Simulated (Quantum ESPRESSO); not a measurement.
**BP: equation of state with LDA**

**What was measured.**

From “Equation of state of single-crystal cubic boron phosphide”, 2014, arxiv:1407.1677, for a bulk crystal of BP at 300 K: bulk modulus 179 ± 1 GPa.

The system is BP.

```
P B
1.0
     0.00000    2.26900    2.26900
     2.26900    0.00000    2.26900
     2.26900    2.26900    0.00000
P B
1 1
Direct
  0.75000 0.75000 0.75000
  0.00000 0.00000 0.00000
```

```yaml
Program: Quantum ESPRESSO 7.5
Task: equation of state
Functional: LDA
Potentials_or_basis: PseudoDojo 0.4.1 SR LDA standard
Cutoff: 1034 eV
Density_cutoff: 4136 eV
k_mesh: 10 × 10 × 10
Occupations: fermi-dirac, width 0.05 eV
Spin: no spin polarisation
Form_of_the_LDA_correlation: PW92
Mixing_beta: 0.5
Most_SCF_iterations: 120
SCF_threshold: 4e-10 Ry
```

```json
{"Equilibrium volume": "11.29 Å³/atom", "Bulk modulus": "175 GPa", "Pressure derivative of the bulk modulus": "3.8"}
```

Energy against volume, from the lowest point:
```tsv
volume (Å³/atom)	energy (meV/atom)
10.981	4.63
11.214	0.00
11.448	0.82
11.682	6.58
11.915	16.83
12.149	31.14
12.383	49.13
```

All runs of the series together: 67 s on 1 thread of Arm Neoverse V2, on a shared host.

A measured bulk modulus of BP is 179 GPa (300 K; “Equation of state of single-crystal cubic boron phosphide”, 2014, arxiv:1407.1677); the calculated 175 GPa misses it by -2.4 %. 3 values of this kind are on record (173 to 179 GPa); this one was drawn at random among those near their median, those with a stated uncertainty first. The fit is for a static lattice scaled at fixed shape and fixed fractional positions.

LDA usually gives volumes a few per cent too small.
